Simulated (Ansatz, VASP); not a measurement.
# One calculation of Se, two programs

Contents of INCAR:

```
SYSTEM = Se
ALGO = Normal
EDIFF = 1E-7
EDIFFG = -0.001
ENCUT = 600
GGA = PE
IBRION = 2
ISIF = 3
ISMEAR = -1
LASPH = .TRUE.
LCHARG = .FALSE.
LREAL = .FALSE.
LWAVE = .FALSE.
NELM = 100
NSW = 80
PREC = Accurate
SIGMA = 0.15
```

KPOINTS

```
k-points
0
G
  15 15 15
  0 0 0
```

POSCAR

```
Se
1.0
    2.0024797276      1.1561322098      1.6308405143
   -2.0024797276      1.1561322098      1.6308405143
    0.0000000000     -2.3122644196      1.6308405143
Se
1
Direct
    0.0000000000      0.0000000000      0.0000000000
```

Input for Ansatz:

```yaml
crystal:
  lattice:
    - [2.0024797276, 1.1561322098, 1.6308405143]
    - [-2.0024797276, 1.1561322098, 1.6308405143]
    - [0.0, -2.3122644196, 1.6308405143]
  atoms:
    - { symbol: Se, position: [0.0, 0.0, 0.0] }
basis:
  ecutwfc: 420
kpoints:
  mp_grid: { grid: [15, 15, 15] }
hamiltonian:
  xc: pbe
scf:
  occupations: { method: fermi_dirac, width: 0.15 }
output:
  forces: true
  stress: true
  eigenvalues: true
relax:
  adjacent_minimum: "off"
  f_tol: 0.001
  max_steps: 60
  cell: { stress_tol: 0.01 }
```

Alike in both runs: task relaxation of cell and atoms; functional PBE; k mesh 15 × 15 × 15; occupations fermi-dirac, width 0.15 eV; no spin polarisation.

|  | VASP | Ansatz |
| --- | --- | --- |
| version | VASP 6.6.1 | Ansatz 0.2.0 |
| potentials or method | VASP PAW PBE potentials, release 64 (Se) | scalar-relativistic, plane waves, PAW |
| plane-wave cutoff (eV) | 600 | 420 |
| valence electrons in the cell | 6 | 16 |

|  | VASP | Ansatz | Ansatz less VASP |
| --- | --- | --- | --- |
| gap on the k mesh at the Fermi level, each at its own relaxed structure (eV) | none | none | - |
| relaxed volume (Å³/atom) | 22.71 | 22.70 | -0.007 |
| relaxed cell length with the largest relative difference (Å) | 2.832 | 2.831 | -0.0003 |

A gap of «none» marks a metal or a gap that the smearing closes. The two sets of potentials don't hold the same shells in valence.
